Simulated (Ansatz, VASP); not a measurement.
Si in VASP and in Ansatz

```
CELL_PARAMETERS angstrom
0.00000 1.85351 1.85351
1.85351 0.00000 1.85351
1.85351 1.85351 0.00000
ATOMIC_POSITIONS crystal
Si 0.00000 0.00000 0.00000
```

Change from the starting cell: strain -0.030 along x and y, -0.030 along z, atoms carried along.

Alike in both runs: task single point; functional LDA; k mesh 22 × 22 × 22; occupations gaussian, width 0.15 eV; no spin polarisation.

```csv
,VASP,Ansatz
version,VASP 6.6.1,Ansatz 0.2.0
potentials or method,"VASP PAW LDA potentials, release 64 (Si)","scalar-relativistic, plane waves, PAW"
plane-wave cutoff (eV),520,420
valence electrons in the cell,4,4
```

Ansatz gave:

| Property | Result |
| --- | --- |
| gap on the k mesh at the Fermi level (eV) | none |
| pressure (GPa) | 9.5 |

Q: Estimate VASP's values.

A: gap on the k mesh at the Fermi level (eV): none; pressure (GPa): 9.6.

A gap of «none» marks a metal or a gap that the smearing closes.
